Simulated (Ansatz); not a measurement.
TlCl (Pm-3m) from a database structure, relaxed with r2SCAN+rVV10 in the PAW code Ansatz: the symmetry is Pm-3m (No. 221, cubic); conventional cell a = 3.794 Å, 27.30 Å³ an atom. Tl is surrounded by 8 Cl at 3.29 Å; Cl is surrounded by 8 Tl at 3.29 Å. The primitive cell holds 2 atoms in 54.60 Å³. The values are computed, non-magnetic, and not measurements.

Computed values: PBE gives a gap of 1.99 eV and PBE0 (25 % exact exchange) 3.39 eV; one over PBE's mean ε∞ is 0.182. HSE06+SOC (4×4×4) gives a least gap of 2.21 eV and a least direct gap of 2.56 eV. r2SCAN's ε∞ is 5.11.

(1) What is the density?

(2) Taking the gap as linear in the share of unscreened exchange, estimate the gap of the hybrid whose share is 1/ε∞.

(3) At what wavelength does absorption set in by HSE06+SOC, excitons left aside?

(4) What refractive index and reflectivity at normal incidence follow, below the gap and above the phonons?

Answers

(1) The cell holds 1 Tl, 1 Cl: M = 1×204.380 + 1×35.450 = 239.83 u in V = 54.60 Å³. ρ = 1.66054 × M/V = 1.66054 × 239.83/54.60 = 7.294 g/cm³, for the static r2SCAN+rVV10 lattice.

(2) The slope is (3.39 − 1.99)/0.25 = 5.60 eV per unit share, so E_g ≈ 1.99 + 5.60 × 0.182 = 3.01 eV. The run with that share gives 3.00 eV (4×4×4 mesh), -0.01 eV from the straight line.

(3) λ = 1239.84 eV nm/E: 561 nm for the least gap, where it needs phonons and is weak, and 484 nm for direct transitions. The direct edge lies in the visible range.

(4) n = √5.11 = 2.261; R = ((n − 1)/(n + 1))² = (1.261/3.261)² = 14.9 % a face.

Only the levels marked +SOC include spin-orbit coupling.

The meshes of the hybrids are coarse, so their gaps aren't converged to the digits shown.
